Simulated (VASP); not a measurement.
Wanted: the native input for a VASP 6.6.1 run.

- Task: relaxation of the atoms
- Functional: PBEsol
- Potentials or basis: VASP PAW PBE potentials, release 64 (Na_pv, Cl)
- Cutoff: 600 eV
- k mesh: 8 × 8 × 8
- Occupations: gaussian, width 0.03 eV
- Spin: no spin polarisation
- Further INCAR settings: ALGO = Normal; EDIFF = 1e-07; IBRION = 2; EDIFFG = -0.01; NSW = 40

The structure of NaCl lies in POSCAR:

```
NaCl                                    
1.0
   -0.0000000000      2.7659687587      2.7659687587
    2.7659687587     -0.0000000000      2.7659687587
    2.7659687587      2.7659687587     -0.0000000000
  Na              Cl            
     1     1
Direct
     0.0000000000000000    0.0000000000000000    0.0000000000000000
     0.5000000000000000    0.5000000000000000    0.5000000000000000
```

The cell isn't the ideal one: a relaxed cell with its volume scaled by 0.96.

These files were run (other wordings do the same):

INCAR

```
PREC     = Accurate       # precision mode
ENCUT    = 600            # plane-wave cutoff, eV
EDIFF    = 1E-7           # SCF threshold, eV
ISMEAR   = 0              # smearing method
SIGMA    = 0.03           # smearing width, eV
LREAL    = False          # projectors in reciprocal space
LASPH    = True           # aspherical terms in the spheres
NELM     = 80             # most SCF steps
ALGO     = Normal         # electronic algorithm
ISIF     = 2              # what is computed and relaxed
LWAVE    = False          # write WAVECAR
LCHARG   = False          # write CHGCAR
GGA      = PS             # functional
IBRION   = 2              # ionic algorithm
NSW      = 40             # ionic steps
EDIFFG   = -0.01          # ionic threshold
```

KPOINTS

```
Automatic mesh
0
Gamma
  8 8 8
```

Potentials or basis: VASP PAW PBE potentials, release 64 (Na_pv, Cl).

Command:

```console
$ cat potpaw_PBE.64/Na_pv/POTCAR potpaw_PBE.64/Cl/POTCAR > POTCAR
$ mpirun -np 1 vasp_std > vasp.out
```

It gave:

```
Pressure after relaxing : 1.1 GPa
Band gap on the k mesh  : 5.15 eV, direct
```

Caveat: the relaxation stopped at its first step, so nothing moved; the PAW data sets were made with another functional, which shifts forces and pressure a little.

Run time: 6 s on 1 thread of Intel(R) Xeon(R) 6975P-C (Granite Rapids), with other jobs on the host, peak memory 0.17 GiB.
